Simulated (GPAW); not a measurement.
Runs of GPAW 26.7.0 on CdO (Monteponite). Symmetry: Fm-3m, No. 225, cubic system. Conventional cell: a = 4.699 Å, b = 4.699 Å, c = 4.699 Å, α = 90.00°, β = 90.00°, γ = 90.00°. Around Cd (site symmetry m-3m) lie 6 O at 2.35 Å. Around O (site symmetry m-3m) lie 6 Cd at 2.35 Å. 

| task | level | potentials or basis | spin | k mesh | cutoff (eV) | maxiter | band path | band points | spin axis theta (degrees) | spin axis phi (degrees) | mesh quality | pressure (GPa) | V0 of scaled cells (Å³/atom) | B0 (GPa) |
| --- | --- | --- | --- | --- | --- | --- | --- | --- | --- | --- | --- | --- | --- | --- |
| band structure | rSCAN | GPAW PAW data sets (gpaw-data 1.2.1), pw | SOC, no magnetisation | 8 × 8 × 8 | 800 | 150 | GXWKGLUWLK,UX | 80 | 54.7 | 45 | not flagged | (a) | - | - |
| equation of state | PBEint | PAW data sets generated in the run's folder for this functional, pw | off | 8 × 8 × 8 | 800 | 150 | - | - | - | - | not flagged | - | 13.07 | 138 |
| equation of state | PBE | GPAW PAW data sets (gpaw-data 1.2.1), pw | off | 8 × 8 × 8 | 800 | 150 | - | - | - | - | not flagged | - | 13.51 | 127 |
| equation of state | WC | PAW data sets generated in the run's folder for this functional, pw | off | 8 × 8 × 8 | 800 | 150 | - | - | - | - | not flagged | - | 12.89 | 147 |
| band structure | BLYP | PAW data sets generated in the run's folder for this functional, pw | SOC, no magnetisation | 8 × 8 × 8 | 800 | 150 | GXWKGLUWLK,UX | 60 | 90 | 45 | not flagged | (c) | - | - |
| band structure | mBEEF | GPAW PAW data sets (gpaw-data 1.2.1), pw | SOC, no magnetisation | 8 × 8 × 8 | 800 | 150 | GXWKGLUWLK,UX | 60 | 90 | 0 | not flagged | (b) | - | - |

Alike in all rows: cell as given; smearing fermi-dirac 0.05 eV.

**Question.** Estimate the missing entries.

**Answer.** (a) 0.3; (b) 3.0; (c) 11.4.

Caveats: spin-orbit coupling was added after a scalar SCF, so levels and gaps hold it while energy, forces, pressure and moments don't (some runs); the PAW data sets were made with another functional, which shifts forces and pressure a little (some runs).
